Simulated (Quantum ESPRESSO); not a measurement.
# MnO2 under changes of volume

One of the cells (10.839 Å³/atom); the others are scaled copies at fixed shape and fractional positions:

```
Mn O
1.0
     2.85658    0.00000    0.00000
    -1.42829    2.47387    0.00000
     0.00000    0.00000    4.60137
Mn O
1 2
Direct
  0.00000 0.00000 0.50000
  0.33333 0.66667 0.70629
  0.66667 0.33333 0.29371
```

Measurements of this composition are mostly on another form, of space group No. 136.

- Program: Quantum ESPRESSO 7.5
- Functional: PBE
- Potentials or basis: SSSP 1.3 efficiency PBE
- Cutoff: 884 eV
- Density cutoff: 10612 eV
- k mesh: 11 × 11 × 6
- Occupations: fermi-dirac, width 0.05 eV
- Spin: collinear spin, ferromagnetic start
- Starting moments: [4.0, 0.0, 0.0] μB

```tsv
volume (Å³/atom)	energy over the lowest point (meV/atom)	pressure (GPa)	gap on the mesh (eV)	largest force (eV/Å)
10.189	?	?	?	?
10.405	30.19	14.0	0.69	0.850
10.622	14.06	9.1	0.77	0.523
10.839	4.23	4.7	0.84	0.221
11.056	0.00	0.8	0.91	0.057
11.273	0.84	-2.7	0.98	0.313
11.489	6.25	-5.9	1.05	0.548
```

Q: What does the run at 10.189 Å³/atom give?

A: Energy over the lowest point 53.35 meV/atom; pressure 19.4 GPa; gap on the mesh 0.61 eV; largest force 1.206 eV/Å.

Worked out: A Birch-Murnaghan fit of order 3 (a polynomial in V^(-2/3)) to the other rows has its minimum at 11.13 Å³/atom with B0 = V·E''(V) = 186 GPa and B' = 4.3 at fixed shape and positions, which overstates the stiffness. It gives 53.13 meV/atom at 10.189 Å³/atom, against the run's 53.35, and -dE/dV = 19.8 GPa, against 19.4. A straight line through the other rows of the gap, of slope 3.6 eV per unit of ln V, extrapolates to 0.62 eV, against the run's 0.61.

Energies are extrapolated to zero smearing.

Caveats: an odd mesh through Γ misses points on the zone boundary, where band edges often lie; a cell with one magnetic atom can't hold antiferromagnetic order, which such compounds often take; forces of over 1 eV/Å show positions far from the minimum, so gaps and moduli don't describe the material at rest (some runs).
